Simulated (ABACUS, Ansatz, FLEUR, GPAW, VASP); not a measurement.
## GaAs: equilibrium volume by level of theory

Symmetry: F-43m, No. 216, cubic system. Conventional cell: a = 5.654 Å, b = 5.654 Å, c = 5.654 Å, α = 90.00°, β = 90.00°, γ = 90.00°. As (site symmetry -43m) is surrounded by 4 Ga at 2.45 Å. Ga (site symmetry -43m) is surrounded by 4 As at 2.45 Å.

```csv
rung,level,program and potentials,cutoff (eV),k mesh,smearing,task,equilibrium volume (Å³/atom),miss,notes
LDA,LDA,"GPAW, PAW data sets generated for this functional",600,8 × 8 × 8,fermi-dirac 0.05,equation of state,22.33,-1.1 %,"far from this level's other runs, cause not traced"
GGA,PBE,"ABACUS, SPMS ONCV 1.0 PBE, plane waves",1143,6 × 6 × 6,fermi-dirac 0.05,relaxation of cell and atoms,23.77,+5.3 %,14 valence electrons an atom on average
GGA,PBE,"FLEUR, all-electron, FLAPW",-,8 × 8 × 8,fermi-dirac 0.05,equation of state,23.70,+5.0 %,-
GGA + dispersion,PBE+D4,"Ansatz, all-electron LAPW, scalar-relativistic",-,8 × 8 × 8,fermi-dirac 0.05,relaxation of cell and atoms,22.66,+0.4 %,-
GGA + dispersion,PBE+TS,"VASP, PBE PAW files As, Ga_d, 600 eV",600,8 × 8 × 8,fermi-dirac 0.05,relaxation of cell and atoms,23.37,+3.5 %,9 valence electrons an atom on average
GGA + dispersion,RPBE+D3(BJ),"VASP, PBE PAW files As, Ga_d, 600 eV",600,8 × 8 × 8,fermi-dirac 0.05,relaxation of cell and atoms,20.79,-7.9 %,potentials made for PBE; 9 valence electrons an atom on average
GGA,SOGGA,"ABACUS, GBRV ultrasoft 1.5 PBE, plane waves",544,6 × 6 × 6,fermi-dirac 0.05,equation of state,22.52,-0.3 %,potentials made for PBE
hybrid,PBEsol0,"VASP, PBE PAW files As, Ga_d, 600 eV",600,4 × 4 × 4,fermi-dirac 0.05,relaxation of cell and atoms,22.23,-1.6 %,coarse mesh; potentials made for PBE; 9 valence electrons an atom on average
```

All rows: no spin polarisation. Smearing widths are in eV. Meshes differ between rows, which moves values too. Meshes are those of the run's cell of 2 atoms unless a note names another. Relaxations start from the cell shown or near it and stop with a little pressure left. Misses use the values as printed. Runs on faulty files, with rough fits or with known faults for this quantity aren't shown. No row holds spin-orbit coupling.

By rung: LDA 22.33; GGA 22.52 to 23.77; GGA + dispersion 20.79 to 23.37; hybrid on coarse meshes 22.23 (Å³/atom). Measured: 22.58 Å³/atom at 298 K (a printed reference work). Closest, coarse meshes and atomic bases left aside, is SOGGA (-0.3 %), and PBE misses by +5.0 % on plain settings. The runs are for a static lattice, while measurements hold temperature and zero-point motion.
